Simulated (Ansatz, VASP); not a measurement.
## One calculation of LiF, two programs

```
Li F
1.0
     0.00000    2.01400    2.01400
     2.01400    0.00000    2.01400
     2.01400    2.01400    0.00000
Li F
1 1
Direct
  0.03511 0.00000 0.00000
  0.50000 0.50000 0.50000
```

Change from the starting cell: all Li atoms moved -0.100 Å, as atom 1 towards its neighbour atom 1 (Li) at 2.848 Å.

Alike in both runs: task single point; functional PBE; k mesh 10 × 10 × 10; occupations gaussian, width 0.05 eV; no spin polarisation.

|  | VASP | Ansatz |
| --- | --- | --- |
| version | VASP 6.6.1 | Ansatz 0.2.0 |
| potentials or method | VASP PAW PBE potentials, release 64 (Li_sv, F) | scalar-relativistic, plane waves, PAW |
| plane-wave cutoff (eV) | 520 | 420 |
| valence electrons in the cell | 10 | 10 |

```tsv
	VASP	Ansatz	Ansatz less VASP
gap on the k mesh at the Fermi level (eV)	9.07	9.07	+0.002
least direct gap on the mesh (eV)	9.07	9.07	+0.002
rms of the force components (eV/Å)	0.099	0.094	-0.0053
```

Atom by atom the forces differ by 0.005 eV/Å (rms over components). With one functional, cell and mesh, what is left measures potentials, basis and numerics.

 A k mesh can miss the band edges.
